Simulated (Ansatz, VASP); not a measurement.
# Two plane-wave programs on Na

The input INCAR:

```
SYSTEM = Na
PREC = Accurate
ENCUT = 520
EDIFF = 1E-6
ISMEAR = -1
SIGMA = 0.08
LREAL = .FALSE.
LASPH = .TRUE.
NELM = 100
ALGO = Normal
ISIF = 2
LWAVE = .FALSE.
LCHARG = .FALSE.
GGA = PE
NBANDS = 10
```

Contents of KPOINTS:

```
Automatic mesh
0
G
  13 13 12
  0 0 0
```

POSCAR

```
Na
1.0
    3.1362732506      0.0000000000      0.0000000000
   -1.5681366253      2.7160923082      0.0000000000
    0.0000000000      0.0000000000      2.9336900768
Na
1
Direct
    0.0000000000      0.0000000000      0.0000000000
```

Input for Ansatz:

```yaml
crystal:
  lattice:
    - [3.1362732506, 0.0, 0.0]
    - [-1.5681366253, 2.7160923082, 0.0]
    - [0.0, 0.0, 2.9336900768]
  atoms:
    - { symbol: Na, position: [0.0, 0.0, 0.0] }
kpoints:
  mp_grid: { grid: [13, 13, 12] }
scf:
  occupations: { method: fermi_dirac, width: 0.08 }
hamiltonian:
  xc: pbe
  pseudopotentials: { kind: paw }
output:
  forces: true
  stress: true
  eigenvalues: true
  populations: true
  write_density: true
  write_potential: true
  elf: true
  volumetric_format: npy
```

Change from the starting cell: volume scaled by 0.65, PAW files.

Alike in both runs: task single point; functional PBE; k mesh 13 × 13 × 12; occupations fermi-dirac, width 0.08 eV; no spin polarisation.

|  | VASP | Ansatz |
| --- | --- | --- |
| version | VASP 6.6.1 | Ansatz 0.2.0 |
| potentials or method | VASP PAW PBE potentials, release 64 (Na_pv) | PAW with Ansatz's default frozen-core files, scalar-relativistic |
| plane-wave cutoff (eV) | 520 | 420 |
| valence electrons in the cell | 7 | 9 |

```csv
,VASP,Ansatz,Ansatz less VASP
pressure (GPa),6.5,6.6,+0.08
largest component of the traceless stress (GPa),0.23,0.23,0.000
```

The functional is the same, so the differences come from potentials, cutoffs and numerics. The two sets of potentials don't hold the same shells in valence.
